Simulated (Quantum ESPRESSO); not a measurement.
A run of Quantum ESPRESSO 7.5 is set up as follows.

pw.in

```
&CONTROL
  calculation = 'scf'
  prefix = 'pwscf'
  outdir = './tmp'
  pseudo_dir = './pseudo'
  tprnfor = .true.
  tstress = .true.
  disk_io = 'low'
/
&SYSTEM
  ibrav = 0
  celldm(1) = 8
  nat = 2
  ntyp = 2
  ecutwfc = 45
  ecutrho = 360
  nbnd = 25
  occupations = 'smearing'
  smearing = 'fd'
  degauss = 0.00367493
  nspin = 2
  starting_magnetization(1) = 0.0556
  starting_magnetization(2) = -0.0833
/
&ELECTRONS
  conv_thr = 4d-10
  electron_maxstep = 120
  mixing_beta = 0.3
/
ATOMIC_SPECIES
Ni    58.6934 ni_pbesol_v1.4.uspp.F.UPF
Ti    47.8670 ti_pbesol_v1.4.uspp.F.UPF
CELL_PARAMETERS alat
  0.6462398001162   0.0000000000000   0.0000000000000
  0.0000000000000   0.6462398001162   0.0000000000000
  0.0000000000000   0.0000000000000   0.8459855049995
ATOMIC_POSITIONS crystal
Ni     0.0000000000    0.0000000000    0.0000000000
Ti     0.5000000000    0.5000000000    0.5000000000
K_POINTS automatic
4 4 4 0 0 0
HUBBARD {ortho-atomic}
U Ni-3d 1.0
U Ti-3d 1.0
```

File pp_density.in:

```
&INPUTPP
  prefix = 'pwscf'
  outdir = './tmp'
  filplot = 'density.dat'
  plot_num = 0
/
&PLOT
  nfile = 1
  filepp(1) = 'density.dat'
  iflag = 3
  output_format = 6
  fileout = 'density.cube'
/
```

pp_potential.in

```
&INPUTPP
  prefix = 'pwscf'
  outdir = './tmp'
  filplot = 'potential.dat'
  plot_num = 11
/
&PLOT
  nfile = 1
  filepp(1) = 'potential.dat'
  iflag = 3
  output_format = 6
  fileout = 'potential.cube'
/
```

The input pp_spin.in:

```
&INPUTPP
  prefix = 'pwscf'
  outdir = './tmp'
  filplot = 'spin.dat'
  plot_num = 6
/
&PLOT
  nfile = 1
  filepp(1) = 'spin.dat'
  iflag = 3
  output_format = 6
  fileout = 'spin.cube'
/
```

File nscf.in:

```
&CONTROL
  calculation = 'nscf'
  prefix = 'pwscf'
  outdir = './tmp'
  pseudo_dir = './pseudo'
  disk_io = 'low'
/
&SYSTEM
  ibrav = 0
  celldm(1) = 8
  nat = 2
  ntyp = 2
  ecutwfc = 45
  ecutrho = 360
  nbnd = 25
  occupations = 'tetrahedra_opt'
  nspin = 2
  starting_magnetization(1) = 0.0556
  starting_magnetization(2) = -0.0833
/
&ELECTRONS
  conv_thr = 1d-08
  electron_maxstep = 120
  mixing_beta = 0.3
  startingwfc = 'random'
/
ATOMIC_SPECIES
Ni    58.6934 ni_pbesol_v1.4.uspp.F.UPF
Ti    47.8670 ti_pbesol_v1.4.uspp.F.UPF
CELL_PARAMETERS alat
  0.6462398001162   0.0000000000000   0.0000000000000
  0.0000000000000   0.6462398001162   0.0000000000000
  0.0000000000000   0.0000000000000   0.8459855049995
ATOMIC_POSITIONS crystal
Ni     0.0000000000    0.0000000000    0.0000000000
Ti     0.5000000000    0.5000000000    0.5000000000
K_POINTS automatic
6 6 6 0 0 0
HUBBARD {ortho-atomic}
U Ni-3d 1.0
U Ti-3d 1.0
```

File projwfc.in:

```
&PROJWFC
  prefix = 'pwscf'
  outdir = './tmp'
  filpdos = 'p'
  Emin = 1
  Emax = 26
  DeltaE = 0.05
/
```

Potentials or basis: GBRV 1.5 PBEsol.

Command:

```bash
$ OMP_NUM_THREADS=1 mpirun -n 2 pw.x -nk 2 -in pw.in > pw.out
$ OMP_NUM_THREADS=1 mpirun -n 1 pp.x -in pp_density.in > pp_density.out
$ OMP_NUM_THREADS=1 mpirun -n 1 pp.x -in pp_potential.in > pp_potential.out
$ OMP_NUM_THREADS=1 mpirun -n 1 pp.x -in pp_spin.in > pp_spin.out
$ OMP_NUM_THREADS=1 mpirun -n 2 pw.x -nk 2 -in nscf.in > nscf.out
$ OMP_NUM_THREADS=1 mpirun -n 1 projwfc.x -in projwfc.in > projwfc.out
```

(1) Predict the Loewdin charges.

(2) Predict the site moments.

Results:

(1) Ni -0.97; Ti +1.15 e.

(2) Ni +0.27; Ti -0.15 μB.

Caveat: the k mesh is coarse (spacing up to 0.57 Å⁻¹), so the values aren't converged; the U is typed as a test and isn't derived for this compound.
